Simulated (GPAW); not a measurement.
Input of a GPAW 26.7.0 run:

Contents of run.py:

```python
import numpy as np
from ase.dft.bandgap import bandgap
from ase.io import read, write
from gpaw import GPAW, PW
from gpaw.spinorbit import soc_eigenstates

atoms = read('CdSe.cif')

calc = GPAW(mode=PW(600),
            xc={'name': 'vdW-DF', 'backend': 'libvdwxc'},
            kpts={'size': (6, 6, 6), 'gamma': True},
            occupations={'name': 'fermi-dirac', 'width': 0.05},
            nbands=18,
            convergence={'density': 1e-05, 'energy': 1e-05},
            maxiter=150,
            txt='gpaw.txt')
atoms.calc = calc
energy = atoms.get_potential_energy()
forces = atoms.get_forces()
calc.write('gs.gpw')
write('result.traj', atoms)
print(f'Energy: {energy:.6f} eV')
print('Forces (eV/A):')
print(forces.round(4))
print('Fermi level:', round(calc.get_fermi_level(), 4), 'eV')
print(f'Gap: {bandgap(calc)[0]:.4f} eV, direct: {bandgap(calc, direct=True)[0]:.4f} eV')

path = atoms.cell.bandpath('GXWKGLUWLK,UX', npoints=100, eps=1e-4)
bs_calc = calc.fixed_density(kpts=path, symmetry='off', nbands=30,
                             convergence={'bands': 'CBM+6.0', 'eigenstates': 1e-6}, txt='bands.txt')
bs = bs_calc.band_structure()
bs.write('bs.json')
print(f'Gap on the path: {bandgap(bs_calc)[0]:.4f} eV')

soc = soc_eigenstates(bs_calc, theta=54.7, phi=45)
np.savetxt('soc_bands.dat', soc.eigenvalues(), fmt='%.4f')
mesh = soc_eigenstates('gs.gpw', theta=54.7, phi=45)
np.savetxt('soc_mesh.dat', mesh.eigenvalues(), fmt='%.4f')
print('Fermi level with spin-orbit coupling:', round(mesh.fermi_level, 4), 'eV')
```

Contents of CdSe.cif:

```cif
data_CdSe
_cell_length_a 4.34201917
_cell_length_b 4.34201917
_cell_length_c 4.34201917
_cell_angle_alpha 60.00000000
_cell_angle_beta 60.00000000
_cell_angle_gamma 60.00000000
_space_group_name_H-M_alt 'P1'
_space_group_name_Hall 'P 1'
_space_group_IT_number 1
loop_
_space_group_symop_operation_xyz
'x,y,z'
loop_
_atom_site_label
_atom_site_type_symbol
_atom_site_symmetry_multiplicity
_atom_site_Wyckoff_symbol
_atom_site_fract_x
_atom_site_fract_y
_atom_site_fract_z
_atom_site_occupancy
Cd1 Cd 1 a 0.0000000000 0.0000000000 0.0000000000 1
Se1 Se 1 a 0.2500000000 0.2500000000 0.2500000000 1
```

Potentials or basis: GPAW PAW data sets (gpaw-data 1.2.1), pw.

Launch:

```console
$ OMP_NUM_THREADS=1 python run.py
```

(1) What does it give for the band gap along the path?

(2) What does it give for the band gap on the k mesh?

Answers

(1) 0.50 eV, direct.

(2) 0.50 eV, direct.

Caveat: spin-orbit coupling was added after a scalar SCF, so levels and gaps hold it while energy, forces, pressure and moments don't; this program's spin-orbit splittings come out too wide for heavy elements; the PAW data sets were made with another functional, which shifts forces and pressure a little.
